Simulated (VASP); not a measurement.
# WC (Qusongite) (P-6m2) in VASP: further runs

One crystal, WC (Qusongite), is run at these levels: PBEsol; tasks: single point, relaxation of cell and atoms.

Everything below comes from runs of VASP 6.6.1. Logs are shortened: lines on timing, memory, paths and dates and some standing lists are left out, and cuts for length are marked.

### 1 The crystal as given

Symmetry: P-6m2, No. 187, hexagonal system. Conventional cell: a = 2.922 Å, b = 2.922 Å, c = 2.847 Å, α = 90.00°, β = 90.00°, γ = 120.00°. W (site symmetry -6m2) is surrounded by 6 C at 2.21 Å. Around C (site symmetry -6m2) lie 6 W at 2.21 Å.

### 2 Single point, PBEsol (relaxed again under DFT PBEsol, scalar-relativistic, plane waves, PAW)

Contents of INCAR:

```
ALGO     = Normal         # electronic algorithm
EDIFF    = 1E-6           # SCF threshold, eV
ENCUT    = 520            # plane-wave cutoff, eV
GGA      = PS             # functional
ISIF     = 2              # what is computed and relaxed
ISMEAR   = 0              # smearing method
LASPH    = True           # aspherical terms in the spheres
LCHARG   = False          # write CHGCAR
LREAL    = False          # projectors in reciprocal space
LWAVE    = False          # write WAVECAR
NBANDS   = 16             # bands
NELM     = 100            # most SCF steps
PREC     = Accurate       # precision mode
SIGMA    = 0.1            # smearing width, eV
```

Contents of KPOINTS:

```
k-points
0
Gamma
  18 18 14
```

Contents of POSCAR:

```
WC
1.0
    2.8984899881      0.0000000000      0.0000000000
   -1.4492449940      2.5101659623      0.0000000000
    0.0000000000      0.0000000000      2.8278117729
W C
1 1
Direct
    0.0000000000      0.0000000000      0.0000000000
    0.6666666667      0.3333333333      0.5000000000
```

Potentials or basis: VASP PAW PBE potentials, release 64 (W_sv, C).

Started as:

```console
cat potpaw_PBE.64/W_sv/POTCAR potpaw_PBE.64/C/POTCAR > POTCAR
mpirun -np 1 vasp_std > vasp.out
```

OUTCAR:

```text
EDIFF = 1E-6
   ENCUT = 520
   GGA = PS
   ISIF = 2
   ISMEAR = 0
   LASPH = True
   LREAL = False
   NELM = 100
   PREC = Accurate

 ion  position               nearest neighbor table
   1  0.000  0.000  0.000-   2 2.19   2 2.19   2 2.19   2 2.19   2 2.19   2 2.19
   2  0.667  0.333  0.500-   1 2.19   1 2.19   1 2.19   1 2.19   1 2.19   1 2.19

  LATTYP: Found a hexagonal cell.
 ALAT       =     2.8984899881
 C/A-ratio  =     0.9756155048

  Lattice vectors:

 A1 = (   2.8984899881,   0.0000000000,   0.0000000000)
 A2 = (  -1.4492449940,   2.5101659623,   0.0000000000)
 A3 = (   0.0000000000,   0.0000000000,   2.8278117729)

Analysis of symmetry for initial positions (statically):
=====================================================================
 Subroutine PRICEL returns:
 Original cell was already a primitive cell.

 Routine SETGRP: Setting up the symmetry group for a
 hexagonal supercell.

 Subroutine GETGRP returns: Found 12 space group operations
 (whereof 12 operations were pure point group operations)
 out of a pool of 24 trial point group operations.

The static configuration has the point symmetry D_3h.

Analysis of symmetry for dynamics (positions and initial velocities):
=====================================================================
 Subroutine PRICEL returns:
 Original cell was already a primitive cell.

 Routine SETGRP: Setting up the symmetry group for a
 hexagonal supercell.

 Subroutine GETGRP returns: Found 12 space group operations
 (whereof 12 operations were pure point group operations)
 out of a pool of 24 trial point group operations.

The dynamic configuration has the point symmetry D_3h.

 Subroutine INISYM returns: Found 12 space group operations
 (whereof 12 operations are pure point group operations),
 and found     1 'primitive' translations

----------------------------------------------------------------------------------------

                                     Primitive cell

  volume of cell :      20.5743

  direct lattice vectors                    reciprocal lattice vectors
     2.898489988  0.000000000  0.000000000     0.345007229  0.199190017  0.000000000
    -1.449244994  2.510165962  0.000000000     0.000000000  0.398380033  0.000000000
     0.000000000  0.000000000  2.827811773     0.000000000  0.000000000  0.353630326

  length of vectors
     2.898489988  2.898489988  2.827811773     0.398380033  0.398380033  0.353630326

  position of ions in fractional coordinates (direct lattice)
     0.000000000  0.000000000  0.000000000
     0.666666667  0.333333333  0.500000000

  ion indices of the primitive-cell ions
   primitive index   ion index
                 1           1
                 2           2

----------------------------------------------------------------------------------------

 KPOINTS: k-points

Automatic generation of k-mesh.
 Grid dimensions read from file:
 generate k-points for:   18   18   14

 Generating k-lattice:

  Cartesian coordinates                     Fractional coordinates (reciprocal lattice)
     0.019167068  0.011066112  0.000000000     0.055555556 -0.000000000  0.000000000
     0.000000000  0.022132224  0.000000000     0.000000000  0.055555556  0.000000000
     0.000000000  0.000000000  0.025259309     0.000000000  0.000000000  0.071428571

  Length of vectors
     0.022132224  0.022132224  0.025259309

  Shift w.r.t. Gamma in fractional coordinates (k-lattice)
     0.000000000  0.000000000  0.000000000

 Subroutine IBZKPT returns following result:
 ===========================================

 Found    296 irreducible k-points:

 Following reciprocal coordinates:
            Coordinates               Weight
  0.000000  0.000000  0.000000      1.000000
  0.055556  0.000000  0.000000      6.000000
  0.111111  0.000000  0.000000      6.000000
  0.166667  0.000000  0.000000      6.000000
  0.222222  0.000000  0.000000      6.000000
  0.277778 -0.000000  0.000000      6.000000
[... 16 lines left out ...]
  0.333333  0.111111  0.000000     12.000000
  0.388889  0.111111  0.000000     12.000000
 [... further k-points ...]
   k-points           NKPTS =    296   k-points in BZ     NKDIM =    296   number of bands    NBANDS=     16
   number of dos      NEDOS =    301   number of ions     NIONS =      2
   total plane-waves  NPLWV =  13824
   dimension x,y,z NGX =    24 NGY =   24 NGZ =   24
   dimension x,y,z NGXF=    48 NGYF=   48 NGZF=   48
   ions per type =               1   1
   NGX,Y,Z   is equivalent  to a cutoff of  13.77, 13.77, 14.11 a.u.
   NGXF,Y,Z  is equivalent  to a cutoff of  27.53, 27.53, 28.22 a.u.
 SYSTEM =  unknown system
   PREC   = accura    normal or accurate (medium, high low for compatibility)
   ISTART =      0    job   : 0-new  1-cont  2-samecut
   ICHARG =      2    charge: 1-file 2-atom 10-const
   ISPIN  =      1    spin polarized calculation?
   LNONCOLLINEAR =      F non collinear calculations
   LSORBIT =      F    spin-orbit coupling
   LASPH  =      T    aspherical Exc in radial PAW
   ENCUT  =  520.0 eV  38.22 Ry    6.18 a.u.   5.39  5.39  5.26*2*pi/ulx,y,z
   NELM   =    100;   NELMIN=  2; NELMDL= -5     # of ELM steps
   EDIFF  = 0.1E-05   stopping-criterion for ELM
   LREAL  =      F    real-space projection
   EDIFFG = 0.1E-04   stopping-criterion for IOM
   NSW    =      0    number of steps for IOM
   IBRION =     -1    ionic relax: 0-MD 1-quasi-New 2-CG
   NFREE  =      0    steps in history (QN), initial steepest desc. (CG)
   ISIF   =      2    stress and relaxation
   ISYM   =      2    0-nonsym 1-usesym 2-fastsym
   POTIM  = 0.5000    time-step for ionic-motion
   TEBEG  =    0.0;   TEEND  =   0.0 temperature during run
   PSTRESS=    0.0 pullay stress
   NELECT =      18.0000    total number of electrons
   NUPDOWN=      -1.0000    fix difference up-down
   EMIN   =  10.00;   EMAX   =-10.00  energy-range for DOS
   EFERMI =   0.00;   METHOD = LEGACY
   ISMEAR =     0;   SIGMA  =   0.10  broadening in eV -4-tet -1-fermi 0-gaus
   EFERMI_NEDOS =   21; number of points for ismear=-14 and -15
   IALGO  =     38    algorithm
   IMIX   =      4    mixing-type and parameters
     AMIX     =   0.40;   BMIX     =  1.00
     AMIX_MAG =   1.60;   BMIX_MAG =  1.00
  volume/ion in A,a.u.               =      10.29        69.42
  Fermi-wavevector in a.u.,A,eV,Ry     =   1.565756  2.958850 33.355932  2.451592
  Thomas-Fermi vector in A             =   2.668185
   LORBIT       =      0    0 simple, 1 ext, 2 COOP (PROOUT), +10 PAW based schemes
   GGA     = PS    functional components
   LHFCALC =     F    Hartree Fock is set to
   AEXX    =    0.0000 exact exchange contribution
   IVDW    =     0    specifies the selected vdW correction
   LEPSILON=     F    determine dielectric tensor
   LRPA    =     F    only Hartree local field effects (RPA)
 non-spin polarized calculation
 Gauss-broadening in eV      SIGMA  =   0.10
  energy-cutoff  :      520.00
  volume of cell :       20.57
 maximum number of plane-waves:       574
 NGX is ok and might be reduce to    24
   NGX = 11   NGY = 11   NGZ = 11

 number of electron      18.0000001 magnetization

 Free energy of the ion-electron system (eV)
  ---------------------------------------------------
  ext. energy  EPLUGINS =         0.00000000
  ---------------------------------------------------
  free energy    TOTEN  =       -23.90070360 eV

  energy without entropy =      -23.89943915  energy(sigma->0) =      -23.90007137

 E-fermi :  11.0530     XC(G=0): -13.9756

 val. band max:       11.0128279493   @ k =   0.0556   0.0000   0.2143
 cond. band min:      11.0741790155   @ k =   0.4444   0.0000   0.5000
 fundamental gap:      0.0613510662
 Fermi energy:        11.0529760987

 k-point     1 :       0.0000    0.0000    0.0000
  band No.  band energies     occupation
      1     -62.8612      2.00000
      2     -26.8466      2.00000
      3     -26.7424      2.00000
      4     -26.7424      2.00000
      5      -3.4386      2.00000
      6       6.6760      2.00000
[... 8 lines left out ...]
     15      25.4459      0.00000
     16      27.8361      0.00000

 k-point     2 :       0.0556    0.0000    0.0000
  band No.  band energies     occupation
      1     -62.8594      2.00000
      2     -26.8432      2.00000
      3     -26.7694      2.00000
      4     -26.7485      2.00000
      5      -3.3555      2.00000
      6       6.7074      2.00000
[... 8 lines left out ...]
     15      25.2504      0.00000
     16      28.0108      0.00000

 k-point     3 :       0.1111    0.0000    0.0000
  band No.  band energies     occupation
      1     -62.8541      2.00000
      2     -26.8465      2.00000
      3     -26.8332      2.00000
      4     -26.7659      2.00000
      5      -3.1127      2.00000
      6       6.6846      2.00000
[... 8 lines left out ...]
     15      24.9263      0.00000
     16      28.5145      0.00000

 k-point     4 :       0.1667    0.0000    0.0000
  band No.  band energies     occupation
      1     -62.8460      2.00000
      2     -26.9630      2.00000
      3     -26.8179      2.00000
      4     -26.7926      2.00000
      5      -2.7294      2.00000
      6       6.3174      2.00000
[... 8 lines left out ...]
     15      24.7524      0.00000
     16      29.2910      0.00000

 k-point     5 :       0.2222    0.0000    0.0000
  band No.  band energies     occupation
      1     -62.8361      2.00000
      2     -27.1033      2.00000
      3     -26.8251      2.00000
      4     -26.7990      2.00000
      5      -2.2359      2.00000
      6       5.7674      2.00000
[... 8 lines left out ...]
     15      24.8902      0.00000
     16      29.4352      0.00000

 k-point     6 :       0.2778   -0.0000    0.0000
  band No.  band energies     occupation
      1     -62.8254      2.00000
      2     -27.2496      2.00000
      3     -26.8594      2.00000
      4     -26.7788      2.00000
      5      -1.6728      2.00000
      6       5.2144      2.00000
[... 8 lines left out ...]
     15      25.4389      0.00000
     16      28.9879      0.00000

 k-point     7 :       0.3333    0.0000    0.0000
  band No.  band energies     occupation
      1     -62.8155      2.00000
      2     -27.3843      2.00000
      3     -26.8915      2.00000
      4     -26.7598      2.00000
      5      -1.0926      2.00000
      6       4.7244      2.00000
[... 8 lines left out ...]
     15      26.0541      0.00000
     16      27.8330      0.00000

 k-point     8 :       0.3889    0.0000    0.0000
  band No.  band energies     occupation
      1     -62.8074      2.00000
      2     -27.4923      2.00000
      3     -26.9175      2.00000
      4     -26.7443      2.00000
      5      -0.5647      2.00000
      6       4.3325      2.00000
[... 8 lines left out ...]
     15      25.3462      0.00000
     16      28.1255      0.00000

 k-point     9 :       0.4444    0.0000    0.0000
  band No.  band energies     occupation
      1     -62.8020      2.00000
      2     -27.5619      2.00000
      3     -26.9344      2.00000
      4     -26.7341      2.00000
      5      -0.1798      2.00000
      6       4.0704      2.00000
[... 8 lines left out ...]
     15      24.3399      0.00000
     16      28.9202      0.00000
[... 172 lines left out ...]
 k-point    19 :       0.1111    0.1111    0.0000
  band No.  band energies     occupation
      1     -62.8416      2.00000
      2     -27.0175      2.00000
      3     -26.8167      2.00000
      4     -26.8094      2.00000
      5      -2.5085      2.00000
      6       6.0967      2.00000
[... 8 lines left out ...]
     15      24.7821      0.00000
     16      29.3689      0.00000

 k-point    20 :       0.1667    0.1111    0.0000
  band No.  band energies     occupation
      1     -62.8322      2.00000
      2     -27.1385      2.00000
      3     -26.8575      2.00000
      4     -26.7916      2.00000
      5      -2.0285      2.00000
      6       5.6126      2.00000
[... 8 lines left out ...]
     15      25.0104      0.00000
     16      29.3021      0.00000

 k-point    21 :       0.2222    0.1111    0.0000
  band No.  band energies     occupation
      1     -62.8222      2.00000
      2     -27.2644      2.00000
      3     -26.9012      2.00000
      4     -26.7726      2.00000
      5      -1.4772      2.00000
      6       5.1308      2.00000
[... 8 lines left out ...]
     15      25.5721      0.00000
     16      28.7606      0.00000

 k-point    22 :       0.2778    0.1111    0.0000
  band No.  band energies     occupation
      1     -62.8129      2.00000
      2     -27.3806      2.00000
      3     -26.9422      2.00000
      4     -26.7547      2.00000
      5      -0.9057      2.00000
      6       4.7031      2.00000
[... 8 lines left out ...]
     15      26.2428      0.00000
     16      27.7181      0.00000

 k-point    23 :       0.3333    0.1111    0.0000
  band No.  band energies     occupation
      1     -62.8052      2.00000
      2     -27.4738      2.00000
      3     -26.9756      2.00000
      4     -26.7401      2.00000
      5      -0.3832      2.00000
      6       4.3617      2.00000
[... 8 lines left out ...]
     15      25.7866      0.00000
     16      27.9470      0.00000

 k-point    24 :       0.3889    0.1111    0.0000
  band No.  band energies     occupation
      1     -62.8002      2.00000
      2     -27.5340      2.00000
      3     -26.9972      2.00000
      4     -26.7305      2.00000
      5      -0.0014      2.00000
      6       4.1346      2.00000
[... 8 lines left out ...]
     15      24.9310      0.00000
     16      28.6560      0.00000

 [... further k-points ...]
[... 5 lines left out ...]
  --------------------------------------------------------------------------------------
  -------------------------------------------------------------------------------------
  Total        0.1436897      0.1436897      0.1888787      0.0000000      0.0000000      0.0000000
  in kB       11.1895238     11.1895238     14.7085150      0.0000000      0.0000000      0.0000000
  external PRESSURE =      12.3625208 kB  Pullay stress =       0.0000000 kB

 VOLUME and BASIS-vectors are now :
 -----------------------------------------------------------------------------
  energy-cutoff  :      520.00
  volume of cell :       20.57
      direct lattice vectors                 reciprocal lattice vectors
     2.898489988  0.000000000  0.000000000     0.345007229  0.199190017  0.000000000
    -1.449244994  2.510165962  0.000000000     0.000000000  0.398380033  0.000000000
     0.000000000  0.000000000  2.827811773     0.000000000  0.000000000  0.353630326

 POSITION                                       TOTAL-FORCE (eV/Angst)
 -----------------------------------------------------------------------------------
      0.00000      0.00000      0.00000         0.000000     -0.000000      0.000000
      1.44924      0.83672      1.41391        -0.000000      0.000000      0.000000
 -----------------------------------------------------------------------------------
    total drift:                                0.000000     -0.000000      0.000000

  FREE ENERGIE OF THE ION-ELECTRON SYSTEM (eV)
  ---------------------------------------------------
  free  energy   TOTEN  =       -23.9007035991 eV

  energy  without entropy=      -23.8994391501  energy(sigma->0) =      -23.90007137
```

It took 23 s on 1 thread of Intel Xeon 6975P-C (Granite Rapids), shared host; peak memory 0.22 GiB.

Results:

```yaml
Free_energy: -23.9007 eV
Pressure: 1.2 GPa
Band_gap_on_the_k_mesh: none (metal or under the smearing width)
```

Caveat: the PAW data sets were made with another functional, which shifts forces and pressure a little. The run has no spin-orbit coupling, so splittings on W are missing.

### 3 Relaxation of cell and atoms, PBEsol

Contents of INCAR:

```
PREC = Accurate
ENCUT = 600
EDIFF = 1E-7
ISMEAR = 0
SIGMA = 0.1
LREAL = F
LASPH = T
NELM = 100
ALGO = Fast
ISIF = 3
LWAVE = F
LCHARG = F
GGA = PS
IBRION = 2
NSW = 70
EDIFFG = -0.005
```

Contents of KPOINTS:

```
Automatic mesh
0
Gamma
  18 18 14
```

Contents of POSCAR:

```
WC
1.0
    2.9216789202      0.0000000000      0.0000000000
   -1.4608394601      2.5302481666      0.0000000000
    0.0000000000      0.0000000000      2.8470525734
W C
1 1
Direct
    0.0000000000      0.0000000000      0.0000000000
    0.6666666667      0.3333333333      0.5000000000
```

Potentials or basis: VASP PAW PBE potentials, release 64 (W_sv, C).

Started as:

```console
cat potpaw_PBE.64/W_sv/POTCAR potpaw_PBE.64/C/POTCAR > POTCAR
mpirun -np 1 vasp_std > vasp.out
```

It took 2.4 min on 1 thread of Intel Xeon 6975P-C (Granite Rapids), shared host; peak memory 0.24 GiB.

It converged, with:

```yaml
Free_energy: -23.9021 eV
Relaxed_volume: 10.32 Å³/atom
Relaxed_cell: a = 2.901 Å, b = 2.901 Å, c = 2.831 Å, α = 90.00°, β = 90.00°, γ = 120.00°
Space_group_after_relaxing_to_0.05_Å: P-6m2 (No. 187)
Energy_gained_by_relaxing: 5.1 meV/atom
Ionic_steps: 9
Pressure_after_relaxing: 0.0 GPa
Band_gap_on_the_k_mesh: none (metal or under the smearing width)
```

The path:
```csv
step,energy change (eV),largest force (eV/Å),pressure (GPa),volume (Å³)
1,0.0000,0.0000,-7.77,21.05
2,0.0735,0.0000,25.40,19.53
3,-0.0101,0.0000,-0.19,20.65
4,-0.0102,0.0000,-0.02,20.64
5,-0.0101,0.0000,0.14,20.63
6,-0.0102,0.0000,0.18,20.62
7,-0.0102,0.0000,0.16,20.62
8,-0.0102,0.0000,-0.31,20.65
9,-0.0102,0.0000,0.00,20.63
```

Final structure:
```yaml
crystal:
  lattice:
    - [2.90098, 0.00000, 0.00000]
    - [-1.45049, 2.51232, 0.00000]
    - [0.00000, 0.00000, 2.83086]
  atoms:
    - { symbol: W, position: [0.00000, 0.00000, 0.00000] }
    - { symbol: C, position: [0.66667, 0.33333, 0.50000] }
```

Levels at points of the mesh, in eV from the Fermi level:
| k point | band 5 | band 6 | band 7 | band 8 | band 9 | band 10 | band 11 | band 12 | band 13 |
| --- | --- | --- | --- | --- | --- | --- | --- | --- | --- |
| (0.00, 0.00, 0.00) | -14.47 | -4.36 | -3.35 | -3.35 | 0.12 | 3.26 | 3.26 | 5.69 | 5.69 |
| (0.50, 0.00, 0.00) | -11.07 | -7.06 | -3.63 | -3.61 | -0.44 | 2.36 | 4.57 | 4.95 | 6.91 |
| (0.00, 0.00, 0.50) | -10.36 | -8.71 | -2.02 | -2.02 | -0.60 | -0.60 | 3.72 | 4.55 | 4.55 |
| (0.50, 0.00, 0.50) | -11.29 | -6.50 | -4.34 | -4.19 | 0.31 | 4.48 | 5.37 | 6.72 | 9.28 |

Caveat: the PAW data sets were made with another functional, which shifts forces and pressure a little. Spin-orbit coupling is left out, which matters for the levels of W.
